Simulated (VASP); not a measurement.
Set up this calculation in VASP 6.6.1, as the native input.

* Task: single point
* Functional: LDA
* Potentials or basis: VASP PAW LDA potentials, release 64 (K_sv, F)
* Cutoff: 520 eV
* k mesh: 8 × 8 × 8
* Occupations: gaussian, width 0.05 eV
* Spin: no spin polarisation
* Dipole correction: no
* Further INCAR settings: ALGO = Fast; EDIFF = 1e-06; NBANDS = 15

The structure of KF lies in POSCAR:

```
KF
1.0
    0.0281705103      2.6365510911      2.6365510911
    2.6365510911      0.0281705103      2.6365510911
    2.6365510911      2.6365510911      0.0281705103
K F
1 1
Direct
    0.0000000000      0.0000000000      0.0000000000
    0.5000000000      0.5000000000      0.5000000000
```

The cell isn't the ideal one: volume 18.034 Å^3 an atom, length along [111] over the lengths across it, relative to the cubic cell 1.0162.

These files were run (other wordings do the same):

INCAR

```
PREC = Accurate
ENCUT = 520
EDIFF = 1E-6
ISMEAR = 0
SIGMA = 0.05
LREAL = F
LASPH = T
NELM = 100
ALGO = Fast
ISIF = 2
LWAVE = F
LCHARG = T
LELF = T
LVHAR = T
NBANDS = 15
```

KPOINTS

```
Automatic mesh
0
Gamma
  8 8 8
```

Potentials or basis: VASP PAW LDA potentials, release 64 (K_sv, F).

The run is started by

```sh
$ cat potpaw_LDA.64/K_sv/POTCAR potpaw_LDA.64/F/POTCAR > POTCAR
$ mpirun -np 1 vasp_std > vasp.out
```

Results of the run:

The pressure is -1.7 GPa. The band gap on the k mesh is 6.08 eV, direct.

Wall time 32 s on 1 thread of Intel(R) Xeon(R) Platinum 8488C (Sapphire Rapids), with other jobs on the host, peak memory 0.15 GiB.
